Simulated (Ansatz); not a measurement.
KCl (Sylvite):

```
CELL_PARAMETERS angstrom
0.00000 3.14647 3.14647
3.14647 0.00000 3.14647
3.14647 3.14647 0.00000
ATOMIC_POSITIONS crystal
K 0.00000 0.00000 0.00000
Cl 0.50000 0.50000 0.50000
```

Base run:

| Item | Value |
| --- | --- |
| Program | Ansatz 0.2.0 |
| Functional | r2SCAN |
| Potentials or basis | Ansatz PAW |
| Cutoff | 500 eV |
| Density cutoff | 2000 eV |
| k mesh | 8 × 8 × 8 |
| Occupations | fixed |
| Spin | no spin polarisation |

Its results: band gap on the k mesh 5.83 eV, direct; pressure 0.0 GPa.

Problem. The run is repeated on the same cell with these changes: functional from r2SCAN to PBEsol; cutoff from 500 eV to 420 eV; density cutoff from 2000 eV to 1680 eV; level from r2scan to pbesol. What comes out?

Solution. Band gap on the k mesh 5.03 eV, direct; pressure -0.4 GPa.

Caveats: the PAW data sets come from PBE, with cores solved anew for the run's functional, which leaves a small shift of forces and pressure.

Not every run made on this cell is shown here.
